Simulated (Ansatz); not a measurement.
Consider ZrO2 (space group P2_1/c, No. 14).

```
CELL_PARAMETERS angstrom
      5.18987     0.00000     0.00000
      0.00000     5.24188     0.00000
     -0.90466     0.00000     5.30184
ATOMIC_POSITIONS crystal
  Zr 0.27576 0.04379 0.21002
  Zr 0.72424 0.54379 0.28998
  Zr 0.72424 0.95621 0.78998
  Zr 0.27576 0.45621 0.71002
  O  0.06497 0.32630 0.35005
  O  0.93503 0.82630 0.14995
  O  0.93503 0.67370 0.64995
  O  0.06497 0.17370 0.85005
  O  0.45100 0.75674 0.47552
  O  0.54900 0.25674 0.02448
  O  0.54900 0.24326 0.52448
  O  0.45100 0.74326 0.97552
```

Cartesian axes are those of the cell as printed.

Computed with PBE/PAW in Ansatz (a quantum-chemistry and plane-wave program), scalar-relativistic without spin-orbit coupling.

It is then changed as follows: uniaxial strain ε_xx = +2.93 %, all other strain components held at zero, atoms relaxed at fixed cell.

Question: Predict the stress tensor and what it implies for the stiffness.

Answer: Stress of the strained cell less that of the base (GPa, compression positive):
```
  -8.84    0.00   -1.11
   0.00   -3.85    0.00
  -1.11    0.00   -2.80
```

Then −Δσ_ii/ε with ε = 0.0293 gives secant stiffness values (nonlinear terms included at this strain): C11 ≈ 302 GPa, C12 ≈ 131 GPa and C13 ≈ 95 GPa.

As a check, the harmonic strain energy −½ V₀ Δσ:ε is 9.7 meV/atom; the computed energy rise is 9.8 meV/atom.

Whether these cells are dynamically stable was not tested.
